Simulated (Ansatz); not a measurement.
**Blue phosphorene monolayer in a perpendicular field**

Aim: how the blue phosphorene monolayer screens a field along its normal, and what the field does to its bands. A positive field points along +c.

Method: plane-wave DFT, PBE-D4, Ansatz PAW, in Ansatz 0.2.0.

### 1. Starting point

The cell holds 2 atoms: 2 P. Cell: a = 3.280 Å, b = 3.280 Å, c = 19.240 Å, α = 90.0°, β = 90.0°, γ = 120.0°. Vacuum lies along c.

### 2. Relaxation

The starting cell is a guess, so the in-plane lattice and the atoms are relaxed first, with the slab cut off from its images along the normal. The program lengthens the vector along the normal by itself, so c and the volume that it reports differ from the typed ones.

input.yaml

```yaml
crystal:
  lattice:
    - [3.28, 0.0, 0.0]
    - [-1.64, 2.8405633244, 0.0]
    - [0.0, 0.0, 19.24]
  atoms:
    - { symbol: P, position: [0.6666666667, 0.3333333333, 0.4677754678] }
    - { symbol: P, position: [0.3333333333, 0.6666666667, 0.5322245322] }
  periodic: [true, true, false]
kpoints:
  mp_grid: { grid: [12, 12, 1] }
hamiltonian:
  xc: pbe
  dispersion: d4
scf:
  occupations: { method: fermi_dirac, width: 0.05 }
  convergence: { dr2_threshold: 1.0e-09 }
relax:
  f_tol: 0.004
  max_steps: 90
  cell: {}
output:
  write_potential: true
  write_density: true
  volumetric_format: npy
```

Command:

```sh
$ ansatz run input.yaml --threads 2 --pin off --max-ram 3072MiB --backend cpu --events-out ev --progress --plain --runs-dir out
```

Numbers of over 12 decimals in the logs are rounded to 6 here.

Log:

```text
Warning: crystal.periodic: the lattice vector that does not repeat stood 0.000° off the slab's normal, 19.240 Å along it as the deck builds it. The run solves the slab on a vector along the normal, 26.280 Å long, with every atom where it was (on the deck's vector they left 18.00 Å outside them, and the widest stretch free of ions among them is 1.24 Å). A fractional position that the run reports is one of the run's ce [...]
Warning: relax.cell: scf.convergence.dr2_threshold = 1e-9 eV is looser than the 1.5830599919e-10 eV advised for a relaxation that steers and ends on the stress (1e-10 eV for each atom of the cell: 2, times the square of relax.cell.stress_2d_tol = 0.05 N/m over 11.2 Å (the atoms' height at the walk's start and 5 Å past either face), 4.448e-2 GPa, over a crystal's default 0.05). What an SCF threshold leaves in a stress goes as its square root, and in the free energy as the threshold itself, and one threshold admits the most on a small cell: [figures from the program's tests cut] Set scf.convergence.dr2_threshold to 1.5830599919e-10 eV or tighter. [rest of the remark cut]
crystal.periodic: the lattice vector that does not repeat stood 0.000° off the slab's normal, 19.240 Å along it as the deck builds it. The run solves the slab on a vector along the normal, 26.280 Å long, with every atom where it was (on the deck's vector they left 18.00 Å outside them, and the widest stretch free of ions among them is 1.24 Å). A fractional position that the run reports is one of the run's cell, which [...]
Engine: ansatz 0.2.0, x86_64-unknown-linux-gnu
Pseudopotentials: kind: paw
Pseudopotential: P, paw, valence charge 5, recommended cutoff 420 eV (normal), P.paw.azcp
Functional definition: PBE
  parameter kappa = 0.804
  parameter beta = 0.066725
  exchange = pbe_x(kappa = kappa, mu = beta*pi^2/3)
  correlation = pbe_c(beta = beta)
Crystal: 2 atoms, lattice volume = 244.852 Å³
Basis set: ecut = 420 eV, 4875 PW (Γ), exchange–correlation on 48×48×360 points (8 copies of the dense FFT grid, shifted against one another)
Bands: 9, of which v1, the nominal top of the filled ones, is band 5 counted from 1 (4 counted from 0)
Symmetry: 12 space group operations
Space group: P-3m1 (ITA 164), of the structure as read, at distance tolerance 6.3e-5 Å
k-points: 19 of 144
Non-local potential: P, projectors of the file, l = 0: 2, l = 1: 2, l = 2: 2
PAW form: soft (Blöchl's): semilocal exchange-correlation on the pseudo side does not see the compensation charge
PAW one-centre angular grid: P, 110 points (default); XC on 64 Gauss nodes
Initial density: superposition of atomic densities (neutral atoms: chi_scale 0, normalization atom), corrected by the library's trained network
Initial wavefunctions: pseudopotential atomic-orbital guess
Functional: x = pbe(κ = 0.804, μ = 0.219515), c = pbe(β = 0.066725)
SCF iter   1: F=—  HF=-1511.805258 eV  |F-HF|=—  |Δ(HF+E_count)|=         —  Δρ=1.22e-3  dr2=3.92e-3  ethr=1.77e-3  ⟨swp⟩=11.8  Hψ=2297  notcnv=0
preconditioner: auto → none  [insulator: Δε(μ)=1.877 eV  Ē_g=10.017 eV  σ=0.050 eV  W_gap=1.00  n_scr=12 (ndim 8)  ℏωp=7.5 eV  f_vac=0.774  D(μ)=0.00/eV (n_scr^D=0)  ε∞_Penn≈1.6]
SCF iter   2: F=—  HF=-1511.804223 eV  |F-HF|=—  |Δ(HF+E_count)|=   1.04e-3  Δρ=5.03e-4  dr2=5.41e-4  ethr=3.92e-5  ⟨swp⟩=3.3  Hψ=571  notcnv=0
SCF iter   3: F=—  HF=-1511.804195 eV  |F-HF|=—  |Δ(HF+E_count)|=   2.78e-5  Δρ=8.61e-5  dr2=1.35e-5  ethr=5.41e-6  ⟨swp⟩=2.8  Hψ=343  notcnv=0
SCF iter   4: F=—  HF=-1511.804200 eV  |F-HF|=—  |Δ(HF+E_count)|=   4.70e-6  Δρ=3.15e-5  dr2=4.42e-6  ethr=1.35e-7  ⟨swp⟩=3.2  Hψ=337  notcnv=0
SCF iter   5: F=—  HF=-1511.804202 eV  |F-HF|=—  |Δ(HF+E_count)|=   2.03e-6  Δρ=7.13e-6  dr2=1.14e-7  ethr=4.42e-8  ⟨swp⟩=2.7  Hψ=276  notcnv=0
SCF iter   6: F=—  HF=-1511.804188 eV  |F-HF|=—  |Δ(HF+E_count)|=   1.38e-5  Δρ=1.61e-6  dr2=6.66e-9  ethr=1.14e-9  ⟨swp⟩=3.6  Hψ=356  notcnv=0
SCF iter   7: F=-1511.804188 eV  HF=-1511.804188 eV  |F-HF|=9.87e-11  |Δ(HF+E_count)|=   4.74e-9  Δρ=1.06e-7  dr2=5.32e-11  ethr=1.00e-11  ⟨swp⟩=12.1  Hψ=1213  notcnv=0
SCF 1 converged in 7 iterations: F = -1511.804188 eV  dr2 = 5.32e-11
  greatest PAW one-centre occupation: 0.818 electrons in one spin orbital (limit 2), on the P atom at site 1 (counted from 0), in its partial waves of l = 0
relax step   1: F+E_penalty+E_count = -1511.80418808 eV  Δ(F+E_penalty+E_count) = +0.000e0 eV  max|allowed force component| = 1.549e-2 eV/Å  Δτ_max = 0.0000 Å  P = -0.809 N/m  Ω = 244.852 Å³  fix = [c, alpha, beta]  reactions: c +0.000 N/m  (7 SCF iters, accepted)
Crystal: 2 atoms, lattice volume = 241.190 Å³
Basis set: ecut = 420 eV, 4803 PW (Γ), exchange–correlation on 48×48×360 points (8 copies of the dense FFT grid, shifted against one another)
Initial density: handed on by an earlier stage of this run
Initial wavefunctions: those handed on with the density
iter 1 solved again at ethr=1.66e-5 eV; its pass at ethr=3.10e-3 eV (dr2=1.66e-3 eV) is discarded
SCF iter   1: F=—  HF=-1511.808093 eV  |F-HF|=—  |Δ(HF+E_count)|=         —  Δρ=5.24e-4  dr2=1.58e-3  ethr=1.66e-5  ⟨swp⟩=2.8  Hψ=2029  notcnv=0
preconditioner: auto → none  [insulator: Δε(μ)=1.960 eV  Ē_g=10.057 eV  σ=0.050 eV  W_gap=1.00  n_scr=12 (ndim 8)  ℏωp=7.6 eV  f_vac=0.769  D(μ)=0.00/eV (n_scr^D=0)  ε∞_Penn≈1.6]
SCF iter   2: F=—  HF=-1511.807475 eV  |F-HF|=—  |Δ(HF+E_count)|=   6.18e-4  Δρ=1.39e-4  dr2=2.96e-5  ethr=1.58e-5  ⟨swp⟩=2.0  Hψ=237  notcnv=0
SCF iter   3: F=—  HF=-1511.807468 eV  |F-HF|=—  |Δ(HF+E_count)|=   6.86e-6  Δρ=6.31e-5  dr2=5.32e-6  ethr=2.96e-7  ⟨swp⟩=2.8  Hψ=321  notcnv=0
SCF iter   4: F=—  HF=-1511.807469 eV  |F-HF|=—  |Δ(HF+E_count)|=   5.94e-7  Δρ=7.09e-6  dr2=9.22e-8  ethr=5.32e-8  ⟨swp⟩=2.6  Hψ=275  notcnv=0
SCF iter   5: F=—  HF=-1511.807456 eV  |F-HF|=—  |Δ(HF+E_count)|=   1.30e-5  Δρ=1.19e-6  dr2=5.57e-9  ethr=9.22e-10  ⟨swp⟩=3.5  Hψ=347  notcnv=0
SCF iter   6: F=-1511.807456 eV  HF=-1511.807456 eV  |F-HF|=1.86e-11  |Δ(HF+E_count)|=   2.16e-9  Δρ=1.05e-7  dr2=1.65e-11  ethr=1.00e-11  ⟨swp⟩=11.9  Hψ=1213  notcnv=0
SCF 2 converged in 6 iterations: F = -1511.807456 eV  dr2 = 1.65e-11
relax step   2: F+E_penalty+E_count = -1511.80745562 eV  Δ(F+E_penalty+E_count) = -3.268e-3 eV  max|allowed force component| = 1.804e-1 eV/Å  Δτ_max = 0.0077 Å  P = -0.263 N/m  Ω = 241.190 Å³  energy of the carried Pulay correction = +7.712e-5 eV  fix = [c, alpha, beta]  reactions: c -0.000 N/m  (6 SCF iters, accepted)
Crystal: 2 atoms, lattice volume = 238.652 Å³
Basis set: ecut = 420 eV, 4767 PW (Γ), exchange–correlation on 48×48×360 points (8 copies of the dense FFT grid, shifted against one another)
iter 1 solved again at ethr=8.46e-6 eV; its pass at ethr=3.10e-3 eV (dr2=8.46e-4 eV) is discarded
SCF iter   1: F=—  HF=-1511.806051 eV  |F-HF|=—  |Δ(HF+E_count)|=         —  Δρ=6.03e-4  dr2=8.49e-4  ethr=8.46e-6  ⟨swp⟩=4.0  Hψ=2119  notcnv=0
preconditioner: auto → none  [insulator: Δε(μ)=1.965 eV  Ē_g=10.168 eV  σ=0.050 eV  W_gap=1.00  n_scr=12 (ndim 8)  ℏωp=7.6 eV  f_vac=0.770  D(μ)=0.00/eV (n_scr^D=0)  ε∞_Penn≈1.6]
SCF iter   2: F=—  HF=-1511.805814 eV  |F-HF|=—  |Δ(HF+E_count)|=   2.37e-4  Δρ=2.46e-4  dr2=1.11e-4  ethr=8.46e-6  ⟨swp⟩=2.0  Hψ=248  notcnv=0
SCF iter   3: F=—  HF=-1511.805797 eV  |F-HF|=—  |Δ(HF+E_count)|=   1.71e-5  Δρ=3.69e-5  dr2=2.64e-6  ethr=1.11e-6  ⟨swp⟩=2.7  Hψ=295  notcnv=0
SCF iter   4: F=—  HF=-1511.805792 eV  |F-HF|=—  |Δ(HF+E_count)|=   4.96e-6  Δρ=1.12e-5  dr2=2.24e-7  ethr=2.64e-8  ⟨swp⟩=3.3  Hψ=328  notcnv=0
SCF iter   5: F=—  HF=-1511.805780 eV  |F-HF|=—  |Δ(HF+E_count)|=   1.22e-5  Δρ=1.38e-6  dr2=2.28e-9  ethr=2.24e-9  ⟨swp⟩=2.8  Hψ=298  notcnv=0
SCF iter   6: F=-1511.805780 eV  HF=-1511.805780 eV  |F-HF|=8.25e-11  |Δ(HF+E_count)|=   1.84e-9  Δρ=2.87e-7  dr2=8.99e-11  ethr=1.00e-11  ⟨swp⟩=12.0  Hψ=1274  notcnv=0
SCF 3 converged in 6 iterations: F = -1511.805780 eV  dr2 = 8.99e-11
relax step   3: F+E_penalty+E_count = -1511.80577991 eV  Δ(F+E_penalty+E_count) = +1.676e-3 eV  max|allowed force component| = 2.739e-1 eV/Å  Δτ_max = 0.0116 Å  P = +0.506 N/m  Ω = 238.652 Å³  energy of the carried Pulay correction = +1.312e-4 eV  fix = [c, alpha, beta]  (6 SCF iters, rejected (line search))
[...]
relax step   4: F+E_penalty+E_count = -1511.80860605 eV  Δ(F+E_penalty+E_count) = -1.150e-3 eV  max|allowed force component| = 2.720e-3 eV/Å  Δτ_max = 0.0048 Å  P = -0.009 N/m  Ω = 240.409 Å³  energy of the carried Pulay correction = +9.372e-5 eV  fix = [c, alpha, beta]  reactions: c -0.000 N/m  (5 SCF iters, accepted)
Initial wavefunctions: pseudopotential atomic-orbital guess (no wavefunctions were taken with the density)
iter 1 solved again at ethr=2.13e-6 eV; its pass at ethr=3.10e-3 eV (dr2=2.13e-4 eV) is discarded
SCF iter   1: F=—  HF=-1511.808544 eV  |F-HF|=—  |Δ(HF+E_count)|=         —  Δρ=5.34e-6  dr2=6.88e-9  ethr=2.13e-6  ⟨swp⟩=4.7  Hψ=2995  notcnv=0
eigensolver tolerance schedule: the retry pair's looser diagonalisation over-reported the residual by 31002.23 of it (diagonalisation noise at an unbounded share of the residual, at the tolerance the schedule requests for it); recorded, not acted on — ethr = c·dr2/N_el stays at c = 1.0e-1
preconditioner: auto → none  [insulator: Δε(μ)=1.984 eV  Ē_g=10.090 eV  σ=0.050 eV  W_gap=1.00  n_scr=12 (ndim 8)  ℏωp=7.6 eV  f_vac=0.769  D(μ)=0.00/eV (n_scr^D=0)  ε∞_Penn≈1.6]
SCF iter   2: F=—  HF=-1511.808527 eV  |F-HF|=—  |Δ(HF+E_count)|=   1.79e-5  Δρ=2.75e-6  dr2=2.02e-9  ethr=6.88e-11  ⟨swp⟩=5.8  Hψ=583  notcnv=0
SCF iter   3: F=-1511.808527 eV  HF=-1511.808527 eV  |F-HF|=2.81e-10  |Δ(HF+E_count)|=   1.76e-8  Δρ=4.77e-7  dr2=2.82e-10  ethr=1.00e-11  ⟨swp⟩=15.9  Hψ=1618  notcnv=0
SCF 5 converged in 3 iterations: F = -1511.808527 eV  dr2 = 2.82e-10
relax step   5: F+E_penalty+E_count = -1511.80852659 eV  Δ(F+E_penalty+E_count) = +7.947e-5 eV  max|allowed force component| = 2.662e-3 eV/Å  Δτ_max = 0.0000 Å  P = -0.012 N/m  Ω = 240.409 Å³  fix = [c, alpha, beta]  reactions: c -0.000 N/m  stress off target by 1.19e-2 N/m on what of the cell is left free  SCF on the basis re-selected at this cell (its energy is not comparable with the rows above)  (3 SCF iters)
basis re-selected at this cell: Δ(F+E_penalty+E_count) = +7.947e-5 eV, ΔP = -0.003 N/m vs the last step (what re-selecting the basis moved, of the pressure what is left beyond the Pulay correction that the steps carried, after the strain that the cell walked since its last selection, with what the two solves' SCF thresholds leave and, on support functions, any second-order correction that the steps lacked; it is no m [...]
SCF converged after 3 iterations
Free energy (F): -1511.808527 eV
Harris-Foulkes:  -1511.808527 eV  (|F-HF|=2.81e-10)
Internal energy: -1511.808527 eV  (E = F + TS)
E sigma→0 (E₀):  -1511.808527 eV
Fermi energy:    -5.182501 eV
--- Per-component energies (eV) ---
  E_band       = -113.908753
  E_kinetic    = 139.250170
  E_local      = -5641.831256  (includes V_loc(G=0)·N_el)
  E_nonlocal   = 68.031072
  E_hartree    = 2727.998096
  E_xc         = -122.072587
  E_vxc        = -120.268762  (∫ρ·V_xc dr)
  E_paw        = -1138.689746  (= ΣΔE_a)
  E_vpaw       = -15.086675  (= ΣTr[D̂ρ^β])
  E_aug_tail   = 0.000007  (compensation charges beyond the density's cutoff)
  E_ewald      = 2455.995242
  E_disp       = -0.489524  (pairwise vdW)
  E_smearing   = -0.000000  (= −TS)
  E_closure    = 0.000000  (closes the sum)
  Σ components = -1511.808527   (vs F -1511.808527, Δ=0.00e0)
--- Forces (eV/Å), atoms counted from 1 ---
  atom   1  P      0.00000000     0.00000000     0.00266209
  atom   2  P     -0.00000000    -0.00000000    -0.00266209
  max |Σ_I F_I| component: 3.70e-17 eV/Å
--- 2D stress c σ (N/m, compression-positive) ---
       -0.011920      -0.000000      -0.000000
       -0.000000      -0.011920       0.000000
       -0.000000       0.000000      -0.000000
  P = ½ c Tr σ = -0.0119 N/m
--- Band table (eV; the first three rows and the last of 19) ---
  k-point 0: bands = ["-20.4166", "-12.6453", "-6.6497", "-6.1889", "-6.1889", "-2.1574", "-2.1574", "-2.1413", "-0.8390"]
  k-point 1: bands = ["-20.3023", "-12.5646", "-7.0919", "-6.5800", "-6.4470", "-2.4651", "-1.8300 (-1.8300°)", "-1.3002", "-0.6847"]
  k-point 2: bands = ["-19.9617", "-12.3640", "-8.7284", "-7.0010", "-6.4001", "-3.1571", "-1.1788 (-1.1788°)", "-0.4503", "-0.2361"]
  k-point 18: bands = ["-15.8236", "-15.8236", "-11.5897", "-7.9048", "-7.9048", "-4.0444", "-0.6105", "-0.6105", "2.1671"]
  ° read free of the cell's end (the report's vacuum.weakly_bound_levels)
--- Relaxed structure (4 steps of the walk, 3 accepted, 1 SCFs on fresh bases) ---
  F+E_penalty+E_count = -1511.80852659 eV   max|allowed force component| = 2.662e-3 eV/Å   (the final SCF, on the basis selected at the relaxed cell)
  cell:  # Å, volume = 240.4089 Å³
    - [3.250104, 0.0, 0]
    - [-1.625052, 2.814673, 0]
    - [0, 0, 26.279999998112]
  atoms:
    - { symbol: P, position: [0.666667, 0.333333, 0.342356] }
    - { symbol: P, position: [0.333333, 0.666667, 0.389760] }
```

Wall time 17 s (2 threads of AMD EPYC 7R43, shared host); peak memory 0.47 GiB; 20 s of CPU time.

Relaxation path:

```tsv
step	energy less that of the first step (eV)	largest force component (eV/Å)	volume (Å³)
1	0.0000	0.0155	244.85
2	-0.0033	0.1804	241.19
3	-0.0016	0.2739	238.65
4	-0.0044	0.0027	240.41
5*	-0.0043	0.0027	240.41
```

Relaxation steps marked * repeat the geometry before them on a plane-wave basis chosen anew for their cell, so energy and pressure can jump there. Relaxation step 3 was tried and not accepted.

The run keeps the 12 symmetry operations that it works with, so distortions that break them were not tested.

```tsv
cell as run	before	after	change
a (Å)	3.280	3.250	-0.9 %
b (Å)	3.280	3.250	-0.9 %
```

The relaxed structure:

```cif
data_structure
_symmetry_space_group_name_H-M 'P 1'
_symmetry_Int_Tables_number 1
_cell_length_a 3.2501
_cell_length_b 3.2501
_cell_length_c 26.2800
_cell_angle_alpha 90.000
_cell_angle_beta 90.000
_cell_angle_gamma 120.000
_cell_volume 240.41
loop_
_atom_site_label
_atom_site_type_symbol
_atom_site_fract_x
_atom_site_fract_y
_atom_site_fract_z
_atom_site_occupancy
P1 P 0.66667 0.33333 0.34236 1
P2 P 0.33333 0.66667 0.38976 1
```

This step gave:

```yaml
gap_on_the_k_mesh: 1.984 eV
```

The lattice constant a goes from 3.280 to 3.250 Å.

[end of part 1 of 3]

[Logs are printed without paths, hosts, clocks, repeated set-up lines and the standing remarks that a program may print on its own settings, such as how far it seeks lower states.]

[Hosts, paths, dates, database ids (printed as entryN), source tags and the programs' standing remarks are cut or masked in the printed files.]

[Maps of the electrostatic potential energy from Ansatz leave out the sawtooth potential of an applied field or a dipole correction, so their vacuum need not be flat; planar profiles and work functions include it.]
